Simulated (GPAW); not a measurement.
A run of GPAW 26.7.0:

File run.py:

```python
from ase.dft.bandgap import bandgap
from ase.io import read, write
from ase.parallel import parprint
from gpaw import GPAW, PW

atoms = read('POSCAR')

calc = GPAW(mode=PW(600),
            xc={'name': '0.800_GGA_X_PBE+1.0_GGA_C_PBE', 'fraction': 0.2, 'omega': 0.0, 'backend': 'pw'},
            kpts={'size': (3, 3, 3), 'gamma': True},
            occupations={'name': 'fermi-dirac', 'width': 0.05},
            nbands=9,
            convergence={'density': 1e-05, 'energy': 1e-05},
            maxiter=60,
            txt='gpaw.txt')
atoms.calc = calc
energy = atoms.get_potential_energy()
calc.write('gs.gpw')
write('result.traj', atoms)
parprint(f'Energy: {energy:.6f} eV')
parprint('Fermi level:', round(calc.get_fermi_level(), 4), 'eV')
parprint(f'Gap: {bandgap(calc)[0]:.4f} eV, direct: {bandgap(calc, direct=True)[0]:.4f} eV')
```

The input POSCAR:

```
GaN
1.0
    5.2303791550      0.0000000000      0.0000000000
   -2.6151895775      4.5296412197      0.0000000000
    0.0000000000      0.0000000000      3.3901000000
Ga N
1 1
Direct
    0.0000000000      0.0000000000      0.5000000000
    0.0000000000      0.0000000000      0.0000000000
```

Potentials or basis: GPAW PAW data sets (gpaw-data 1.2.1), pw.

Launch:

```bash
$ OMP_NUM_THREADS=1 mpirun -n 4 gpaw python run.py
```

Hardware: 4 MPI ranks on Intel(R) Xeon(R) Platinum 8375C CPU @ 2.90GHz (Ice Lake), on a shared host.

Problem. Estimate the wall time of this run.

Solution. Wall time 3.4 min on 4 MPI ranks on Intel(R) Xeon(R) Platinum 8375C CPU @ 2.90GHz (Ice Lake), on a shared host, peak memory 0.18 GiB a rank. Counts: scf iterations 18, plane waves 2701, bands 9, k points 6.
